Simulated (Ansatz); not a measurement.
## Sb: pressure against volume

Sb, C2/m, a = 4.356 Å, b = 4.360 Å, c = 6.342 Å, β = 109.8°. This isn't the element's structure at ambient conditions. Ansatz: PBE+D3(BJ), PAW, 420 eV, Γ-centred 10×10×8 mesh on 4 atoms, Gaussian smearing 0.10 eV; no spin polarisation. Shape and atoms are relaxed at each volume; pressure is positive in compression.

| V (Å³/atom) | P (GPa) |
| --- | --- |
| 25.787 | ? |
| 26.637 | 3.54 |
| 27.487 | 1.58 |
| 28.337 | 0.00 |
| 29.187 | -1.29 |
| 30.037 | -2.28 |

Question: Take V0 = 28.337 Å³/atom, fit the third-order Birch–Murnaghan form to the other rows, and predict the missing pressure.

Answer: With the Eulerian strain f = ½[(V0/V)^(2/3) − 1] and y = P/[3f(1 + 2f)^(5/2)], the form is the line y = B0 + 1.5 B0 (B0′ − 4) f. Rows (f, y): 0.02105, 50.6; 0.01026, 48.8; -0.00976, 46.3; -0.01905, 44.0. Means f = 0.0006250, y = 47.425; Σ(Δf)² = 0.001005, ΣΔfΔy = 0.1572; the slope is their ratio. y = 47.33 + 156.4 f GPa, so B0 = 47.3 GPa and B0′ = 4 + 2 × (156.4)/(3 × 47.33) = 6.20. At V = 25.787, f = 0.03244, y = 52.40 and P = 5.97 GPa. The run gave 5.92 GPa, so the fit is 0.05 GPa too high, a small miss on the scale of the series. The form still works here, 25 % of the fitted range beyond its end.

2 further runs of this set didn't finish or converge.